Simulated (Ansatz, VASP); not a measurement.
# Two plane-wave programs on KI

```
I K
1.0
     0.00000    3.60206    3.60206
     3.60206    0.00000    3.60206
     3.60206    3.60206    0.00000
I K
1 1
Direct
  0.50000 0.50000 0.50000
  0.00000 0.00000 0.00000
```

Alike in both runs: task single point; functional r2SCAN; k mesh 7 × 7 × 7; occupations fermi-dirac, width 0.05 eV; no spin polarisation.

```csv
,VASP,Ansatz
version,VASP 6.6.1,Ansatz 0.2.0
potentials or method,"VASP PAW PBE potentials, release 64 (I, K_sv)",Ansatz PAW
plane-wave cutoff (eV),520,500
valence electrons in the cell,16,26
```

Ansatz gave:

```
gap on the k mesh at the Fermi level (eV) : 4.47
least direct gap on the mesh (eV)         : 4.47
pressure (GPa)                            : -0.5
```

Problem. Which values does VASP return?

Solution. gap on the k mesh at the Fermi level (eV): 4.46; least direct gap on the mesh (eV): 4.46; pressure (GPa): -0.5.

The functional is the same, so the differences come from potentials, cutoffs and numerics. The two sets of potentials don't hold the same shells in valence.

Caveats: spin-orbit coupling is left out, which moves the levels of the heavy elements; the PAW data sets were made with another functional, which shifts forces and pressure a little (VASP); an odd mesh through Γ misses points on the zone boundary, where band edges often lie (VASP); odd divisions of the mesh miss points on the zone boundary, where band edges often lie, so the gap on the mesh can be too wide (Ansatz); the PAW data sets come from PBE, with cores solved anew for the run's functional, which leaves a small shift of forces and pressure (Ansatz). r2SCAN opens gaps a little over a GGA but as a rule still falls short of measured ones.
